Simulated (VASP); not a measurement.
Input of a VASP 6.6.1 run:

INCAR

```
ALGO     = Normal         # electronic algorithm
EDIFF    = 1E-6           # SCF threshold, eV
ENCUT    = 500            # plane-wave cutoff, eV
GGA_COMPAT= False        
ISIF     = 2              # what is computed and relaxed
ISMEAR   = 0              # smearing method
LASPH    = True           # aspherical terms in the spheres
LCHARG   = True           # write CHGCAR
LELF     = True           # ELF
LREAL    = False          # projectors in reciprocal space
LVHAR    = True         
LWAVE    = False          # write WAVECAR
NBANDS   = 17             # bands
NELM     = 120            # most SCF steps
PREC     = Accurate       # precision mode
SIGMA    = 0.01           # smearing width, eV
```

Contents of KPOINTS:

```
k-points
0
Gamma
  6 6 6
```

POSCAR

```
SnTe
1.0
    0.0000000000      3.0974354438      3.0974354438
    3.0974354438      0.0000000000      3.0974354438
    3.0974354438      3.0974354438      0.0000000000
Sn Te
1 1
Direct
    0.0000000000      0.0000000000      0.0000000000
    0.5000000000      0.5000000000      0.5000000000
```

Potentials or basis: VASP PAW LDA potentials, release 64 (Sn_d, Te).

Launch:

```console
$ cat potpaw_LDA.64/Sn_d/POTCAR potpaw_LDA.64/Te/POTCAR > POTCAR
$ mpirun -np 1 vasp_std > vasp.out
```

(1) Estimate the pressure.

(2) Estimate the band gap on the k mesh.

Results:

(1) 1.1 GPa.

(2) 0.27 eV, direct.

Caveat: spin-orbit coupling is left out, which moves the levels of the heavy elements.

**What was measured.**

A printed reference work, textbook reports, for a bulk crystal of SnTe at 300 K: band gap 0.18 eV (direct).

Measured gap of SnTe: 0.18 eV (direct; 300 K; a printed reference work, textbook). This calculation gives 0.27 eV (+0.09 eV). Spin-orbit coupling on Sn, Te is left out. The value is that of LDA on a finite k mesh, which can miss the band edges, without temperature or zero-point motion.
